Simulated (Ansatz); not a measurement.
Trial structure of ScAl3, not yet relaxed:

```cif
data_structure
_symmetry_space_group_name_H-M 'P 1'
_symmetry_Int_Tables_number 1
_cell_length_a 4.7369
_cell_length_b 4.7369
_cell_length_c 4.7369
_cell_angle_alpha 128.968
_cell_angle_beta 104.027
_cell_angle_gamma 97.397
_cell_volume 74.40
loop_
_atom_site_label
_atom_site_type_symbol
_atom_site_fract_x
_atom_site_fract_y
_atom_site_fract_z
_atom_site_occupancy
Sc1 Sc 0.50000 0.00000 0.50000 1
Al1 Al 0.69765 0.69765 0.00000 1
Al2 Al 0.30235 0.30235 0.00000 1
Al3 Al 0.00000 0.00000 0.00000 1
```

Method: DFT PBE, scalar-relativistic, plane waves, PAW in Ansatz. Cutoff 420 eV; k points 6×6×6 on the computed 4-atom cell (Γ-centred); Gaussian smearing, width 0.10 eV; no spin polarisation.

Energies over the elements count from the elements' standard structures at the same level, with no fitted energy shifts.

**Question.** What does a single point on this coarse mesh give?

**Answer.** The pressure is 45.2 GPa (the mean over three directions, positive in compression), the largest force is 7.04 eV/Å, and the energy is +2.36 eV/atom against the elements. The shortest distance is 1.89 Å.

**Question.** Is it a good guess?

**Answer.** A poor one: relaxing gains about 1.8 eV/atom (the start's value is from the coarse mesh, so the gain is rough) in 15 ionic steps and ends at +0.61 eV/atom on the finer mesh. The symmetry stays Immm (No. 71). The volume per atom grows by 43.8 %, from 18.6 to 26.7 Å³. The shortest distance goes from 1.89 Å (Al–Al) to 2.51 Å (Al–Al). Conventional cell: a = 5.168 Å, b = 5.401 Å, c = 7.664 Å. Sc is surrounded by 2 Al at 2.70 Å and 4 Al at 2.90 Å; Al on a site of symmetry mm2 is surrounded by 2 Al at 2.51–2.65 Å and 2 Sc at 2.90 Å; Al on a site of symmetry mmm has 2 Al at 2.51 Å and 2 Sc at 2.70 Å.

The last run used a 12×12×12 mesh for its 4-atom cell and Gaussian smearing of 0.10 eV. The relaxation can't lower the symmetry of the start, and the grade says only how near the guess is to its own end. Symmetry constrained the relaxation, so the result can be a saddle point. Another cell of ScAl3 relaxed alike, in Pm-3m (a Materials Project cell), lies 1.06 eV/atom lower, so this cell isn't the stable form at this level.
